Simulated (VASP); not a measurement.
## LiCl: Cl into a neighbouring Cl vacancy

Wanted: the minimum-energy path in LiCl for this move: Cl into a neighbouring Cl vacancy. The start is a cell from a database of measured crystal structures.

Main program and level: VASP 6.6.1; PBEsol; plane waves and PAW (Cl, Li).

The database entry behind the starting cell differs from later determinations by our own check (0.1 to 0.3 % short, probably kX units), so it need not match the best structure at ambient conditions.

### Step 1. The host crystal

The structure is cubic, space group Fm-3m (No. 225). The conventional cell has a = 5.130 Å, b = 5.130 Å, c = 5.130 Å, α = 90.00°, β = 90.00°, γ = 90.00°. Cl has 6 Li at 2.56 Å nearest. Nearest to Li lie 6 Cl at 2.56 Å. Farther neighbours and most contacts between anions are not listed.

As a file:

```cif
data_structure
_symmetry_space_group_name_H-M 'Fm-3m'
_symmetry_Int_Tables_number 225
_cell_length_a 5.1295
_cell_length_b 5.1295
_cell_length_c 5.1295
_cell_angle_alpha 90.000
_cell_angle_beta 90.000
_cell_angle_gamma 90.000
_cell_volume 134.97
loop_
_atom_site_label
_atom_site_type_symbol
_atom_site_symmetry_multiplicity
_atom_site_Wyckoff_symbol
_atom_site_fract_x
_atom_site_fract_y
_atom_site_fract_z
_atom_site_occupancy
Cl1 Cl 4 b 0.50000 0.00000 0.00000 1
Li1 Li 4 a 0.00000 0.00000 0.00000 1
```

### Step 2. Relax the host

The later steps need the crystal at this functional's own lattice; a raised cutoff keeps the stress reliable while the cell changes.

Contents of INCAR:

```
SYSTEM = LiCl
PREC = Accurate
ENCUT = 350
EDIFF = 1E-06
NELM = 120
ISMEAR = 0
SIGMA = 0.1
LREAL = .FALSE.
ALGO = Normal
GGA = PS
NBANDS = 10
LORBIT = 11
LWAVE = .FALSE.
LCHARG = .FALSE.
KPAR = 6
IBRION = 2
NSW = 40
ISIF = 3
EDIFFG = -0.02
POTIM = 0.4
```

Contents of POSCAR:

```
LiCl
1.0
    0.0000000000      2.5647700000      2.5647700000
    2.5647700000      0.0000000000      2.5647700000
    2.5647700000      2.5647700000      0.0000000000
Cl Li
1 1
Direct
    0.5000000000      0.5000000000      0.5000000000
    0.0000000000      0.0000000000      0.0000000000
```

Contents of KPOINTS:

```
Automatic mesh
0
Gamma
6 6 6
0 0 0
```

Potentials, in the order of the species: Cl and Li (PBE family, release 64).

Run with:

```bash
> mpirun -np 6 vasp_std
```

The log of the run:

```text
[banner, memory and clock lines left out]
running    6 mpi-ranks, on    1 nodes
 distrk:  each k-point on    1 cores,    6 groups
 distr:  one band on    1 cores,    1 groups

 POSCAR found type information on POSCAR ClLi
 POSCAR found :  2 types and       2 ions
|                                                                             |
|           W    W    AA    RRRRR   N    N  II  N    N   GGGG   !!!           |
|           W    W   A  A   R    R  NN   N  II  NN   N  G    G  !!!           |
|           W    W  A    A  R    R  N N  N  II  N N  N  G       !!!           |
|           W WW W  AAAAAA  RRRRR   N  N N  II  N  N N  G  GGG   !            |
|           WW  WW  A    A  R   R   N   NN  II  N   NN  G    G                |
|           W    W  A    A  R    R  N    N  II  N    N   GGGG   !!!           |
|                                                                             |
|     For optimal performance we recommend to set                             |
|       NCORE = 2 up to number-of-cores-per-socket                            |
|     NCORE specifies how many cores store one orbital (NPAR=cpu/NCORE).      |
|     This setting can greatly improve the performance of VASP for DFT.       |
|     The default, NCORE=1 might be grossly inefficient on modern             |
|     multi-core architectures or massively parallel machines. Do your        |
|     Unfortunately you need to use the default for GW and RPA                |
|     calculations (for HF NCORE is supported but not extensively tested      |
|     yet).                                                                   |
|                                                                             |

|                                                                             |
|               ----> ADVICE to this user running VASP <----                  |
|                                                                             |
|     You enforced a specific xc type in the INCAR file but a different       |
|     [... a line on the potential file left out ...]
|     I HOPE YOU KNOW WHAT YOU ARE DOING!                                     |
|                                                                             |

 LDA part: xc-table for (Slater+PW92), standard interpolation
 POSCAR, INCAR and KPOINTS ok, starting setup
 FFT: planning ... GRIDC
 FFT: planning ... GRID_SOFT
 FFT: planning ... GRID
 WAVECAR not read
 entering main loop
       N       E                     dE             d eps       ncg     rms          rms(c)
DAV:   1     0.154006709313E+02    0.15401E+02   -0.29440E+03   368   0.456E+02
DAV:   2    -0.692125062891E+01   -0.22322E+02   -0.21989E+02   372   0.943E+01
DAV:   3    -0.766429321327E+01   -0.74304E+00   -0.74255E+00   384   0.186E+01
DAV:   4    -0.766909706968E+01   -0.48039E-02   -0.48032E-02   402   0.170E+00
DAV:   5    -0.766912579374E+01   -0.28724E-04   -0.28724E-04   404   0.119E-01    0.194E+00
DAV:   6    -0.762131314277E+01    0.47813E-01   -0.13276E-01   352   0.167E+00    0.139E+00
DAV:   7    -0.762224287797E+01   -0.92974E-03   -0.33187E-02   382   0.928E-01    0.745E-01
DAV:   8    -0.762467901818E+01   -0.24361E-02   -0.30976E-03   374   0.408E-01    0.135E-01
DAV:   9    -0.762467110494E+01    0.79132E-05   -0.29441E-05   400   0.372E-02    0.916E-02
DAV:  10    -0.762469802691E+01   -0.26922E-04   -0.83176E-05   356   0.504E-02    0.690E-02
DAV:  11    -0.762469006085E+01    0.79661E-05   -0.21626E-05   354   0.223E-02    0.111E-02
DAV:  12    -0.762468973591E+01    0.32494E-06   -0.10277E-06   230   0.635E-03
   1 F= -.76246897E+01 E0= -.76246897E+01  d E =-.762469E+01
 curvature:   0.00 expect dE= 0.000E+00 dE for cont linesearch  0.000E+00
 trial: gam= 0.00000 g(F)=  0.752E-62 g(S)=  0.325E-02 ort = 0.000E+00 (trialstep = 0.100E+01)
 search vector abs. value=  0.325E-02
 bond charge predicted
       N       E                     dE             d eps       ncg     rms          rms(c)
DAV:   1    -0.763681658141E+01   -0.12127E-01   -0.18629E-01   326   0.256E+00    0.597E-01
DAV:   2    -0.762813200311E+01    0.86846E-02   -0.22455E-02   328   0.731E-01    0.153E-01
DAV:   3    -0.762731517590E+01    0.81683E-03   -0.44405E-03   358   0.345E-01    0.120E-01
DAV:   4    -0.762731295373E+01    0.22222E-05   -0.46587E-05   346   0.473E-02    0.225E-02
DAV:   5    -0.762731284440E+01    0.10934E-06   -0.13051E-05   342   0.178E-02    0.613E-03
DAV:   6    -0.762731246135E+01    0.38305E-06   -0.17509E-07   200   0.308E-03
   2 F= -.76273125E+01 E0= -.76273125E+01  d E =-.262273E-02
 trial-energy change:   -0.002623  1 .order   -0.002603   -0.003254   -0.001951
 step:   2.2398(harm=  2.4977)  dis= 0.00000  next Energy=    -7.628560 (dE=-0.387E-02)
 bond charge predicted
       N       E                     dE             d eps       ncg     rms          rms(c)
DAV:   1    -0.764344146444E+01   -0.16129E-01   -0.28875E-01   322   0.319E+00    0.747E-01
DAV:   2    -0.763005877680E+01    0.13383E-01   -0.34231E-02   326   0.907E-01    0.191E-01
DAV:   3    -0.762877797798E+01    0.12808E-02   -0.69217E-03   352   0.433E-01    0.150E-01
DAV:   4    -0.762877199325E+01    0.59847E-05   -0.72078E-05   346   0.590E-02    0.282E-02
DAV:   5    -0.762877129672E+01    0.69653E-06   -0.20393E-05   340   0.223E-02    0.763E-03
DAV:   6    -0.762877081597E+01    0.48075E-06   -0.27132E-07   202   0.386E-03
   3 F= -.76287708E+01 E0= -.76287708E+01  d E =-.408108E-02
 curvature:  -1.21 expect dE=-0.354E-04 dE for cont linesearch -0.354E-04
 trial: gam=-0.08582 g(F)=  0.497E-61 g(S)=  0.293E-04 ort = 0.309E-03 (trialstep = 0.125E+01)
 search vector abs. value=  0.263E-06
 reached required accuracy - stopping structural energy minimisation
```

Wall time 4 s (6 MPI ranks of AMD EPYC 7R43, shared host); peak memory 0.59 GiB.

Lines that name or quote the potential files are left out of all logs, and their timing lines are given in words.

Parts of OUTCAR (step 2):

```text
ion  position               nearest neighbor table
   1  0.500  0.500  0.500-   2 2.56   2 2.56   2 2.56   2 2.56   2 2.56   2 2.56
   2  0.000  0.000  0.000-   1 2.56   1 2.56   1 2.56   1 2.56   1 2.56   1 2.56

  LATTYP: Found a face centered cubic cell.
 ALAT       =     5.1295400000

 Subroutine GETGRP returns: Found 48 space group operations
 (whereof 48 operations were pure point group operations)

The static configuration has the point symmetry O_h .

 Found     16 irreducible k-points:

   k-points           NKPTS =     16   k-points in BZ     NKDIM =     16   number of bands    NBANDS=     10

   dimension x,y,z NGX =    24 NGY =   24 NGZ =   24
   dimension x,y,z NGXF=    48 NGYF=   48 NGZF=   48

   ENCUT  =  350.0 eV  25.72 Ry    5.07 a.u.   5.53  5.53  5.53*2*pi/ulx,y,z

   NELECT =       8.0000    total number of electrons

 k-points in reciprocal lattice and weights: Automatic mesh
   0.00000000  0.00000000  0.00000000       0.005
   0.16666667  0.00000000  0.00000000       0.037
   0.33333333  0.00000000  0.00000000       0.037
   0.50000000  0.00000000  0.00000000       0.019
   0.16666667  0.16666667  0.00000000       0.028
   0.33333333  0.16666667  0.00000000       0.111
   0.50000000  0.16666667  0.00000000       0.111
  -0.33333333  0.16666667  0.00000000       0.111
  -0.16666667  0.16666667  0.00000000       0.056
[...]
-0.33333333  0.33333333  0.16666667       0.111
  -0.33333333  0.50000000  0.16666667       0.056

 average (electrostatic) potential at core
       1 -92.7194       2 -26.7568

 E-fermi :   1.0651

 k-point     1 :       0.0000    0.0000    0.0000
  band No.  band energies     occupation
      1     -12.8886      2.00000
      2       0.6253      2.00000
      3       0.6253      2.00000
      4       0.6253      2.00000
      5       6.9358      0.00000
      6      12.4599      0.00000
      7      12.4599      0.00000
      8      12.4599      0.00000
      9      15.2629      0.00000
    ...

 k-point     2 :       0.1667    0.0000    0.0000
  band No.  band energies     occupation
      1     -12.7449      2.00000
      2      -0.2965      2.00000
      3       0.5498      2.00000
      4       0.5498      2.00000
      5       7.6265      0.00000
      6      11.4427      0.00000
      7      12.0777      0.00000
      8      12.0777      0.00000
      9      13.7943      0.00000
    ...

 k-point     3 :       0.3333    0.0000    0.0000
  band No.  band energies     occupation
      1     -12.4300      2.00000
      2      -1.7486      2.00000
      3       0.4114      2.00000
      4       0.4114      2.00000
      5       7.5595      0.00000
      6      10.5962      0.00000
      7      10.5962      0.00000
      8      12.4086      0.00000
      9      15.7379      0.00000
    ...

  Total       -0.0224782     -0.0224782     -0.0224782      0.0000000     -0.0000000      0.0000000
  in kB       -1.1008226     -1.1008226     -1.1008226      0.0000000     -0.0000000      0.0000000
  external PRESSURE =      -1.1008226 kB  Pullay stress =       0.0000000 kB

  energy-cutoff  :      350.00
  volume of cell :       32.72
      direct lattice vectors                 reciprocal lattice vectors
    -0.000000000  2.538488224  2.538488224    -0.196967626  0.196967626  0.196967626
     2.538488224  0.000000000  2.538488224     0.196967626 -0.196967626  0.196967626
     2.538488224  2.538488224  0.000000000     0.196967626  0.196967626 -0.196967626

 POSITION                                       TOTAL-FORCE (eV/Angst)
 -----------------------------------------------------------------------------------
      2.53849      2.53849      2.53849        -0.000000     -0.000000     -0.000000
      0.00000      0.00000      0.00000         0.000000      0.000000      0.000000
 -----------------------------------------------------------------------------------
    total drift:                               -0.000000     -0.000000      0.000000

  FREE ENERGIE OF THE ION-ELECTRON SYSTEM (eV)
  ---------------------------------------------------
  free  energy   TOTEN  =        -7.6287708160 eV

  energy  without entropy=       -7.6287708160  energy(sigma->0) =       -7.62877082

 reached required accuracy - stopping structural energy minimisation

 total charge
# of ion       s       p       d       tot
------------------------------------------
    1        1.579   3.562   0.000   5.141
    2        0.064   0.122   0.000   0.186
--------------------------------------------------
tot          1.644   3.683   0.000   5.327

[... 3 further parts left out ...]
```

The gap is read on the k-mesh alone, so it is an upper bound where the band edges lie off the mesh. The PAW data sets were made with PBE, which is usual practice but a small mismatch for other functionals. The run keeps the 48 symmetry operations of its start, so it cannot find a distortion of lower symmetry.

Step by step:

| step | energy less that of the first step (eV) | largest force (eV/Å) | pressure (GPa) | volume (Å³) |
| --- | --- | --- | --- | --- |
| 1 | 0.0000 | 0.0000 | -1.13 | 33.74 |
| 2 | -0.0026 | 0.0000 | -0.68 | 33.28 |
| 3 | -0.0041 | 0.0000 | -0.11 | 32.72 |

| conventional cell, symmetrised | before | after | change |
| --- | --- | --- | --- |
| a (Å) | 5.130 | 5.077 | -1.0 % |
| b (Å) | 5.130 | 5.077 | -1.0 % |
| c (Å) | 5.130 | 5.077 | -1.0 % |
| volume (Å³/atom) | 16.87 | 16.36 | -3.0 % |

Final coordinates:

```cif
data_structure
_symmetry_space_group_name_H-M 'P 1'
_symmetry_Int_Tables_number 1
_cell_length_a 3.5900
_cell_length_b 3.5900
_cell_length_c 3.5900
_cell_angle_alpha 60.000
_cell_angle_beta 60.000
_cell_angle_gamma 60.000
_cell_volume 32.72
loop_
_atom_site_label
_atom_site_type_symbol
_atom_site_fract_x
_atom_site_fract_y
_atom_site_fract_z
_atom_site_occupancy
Cl1 Cl 0.50000 0.50000 0.50000 1
Li2 Li 0.00000 0.00000 0.00000 1
```

A gap read on the k-mesh alone can miss the band edges.

This step gave:

* electronic cycles: 24
* electrons: 8
* free energy (TOTEN): -7.629 eV
* Fermi energy: 1.065 eV
* metallic: no
* gap on the k-mesh: 6.311 eV
* least direct gap on the k-mesh: 6.311 eV

The run ended after 3 ionic steps, 0.004 eV below its first step, once forces and stress met EDIFFG = -0.02.

[end of part 1 of 5]

[Lines on the potential files, build, host, timing and source positions are cut from VASP's logs without a mark.]

[Logs are printed without paths, hosts, clocks, repeated set-up lines and the standing remarks that a program may print on its own settings, such as how far it seeks lower states.]

[Hosts, paths, dates, database ids (printed as entryN), source tags and the programs' standing remarks are cut or masked in the printed files.]

[Runs that stopped without an error message from VASP are left out.]
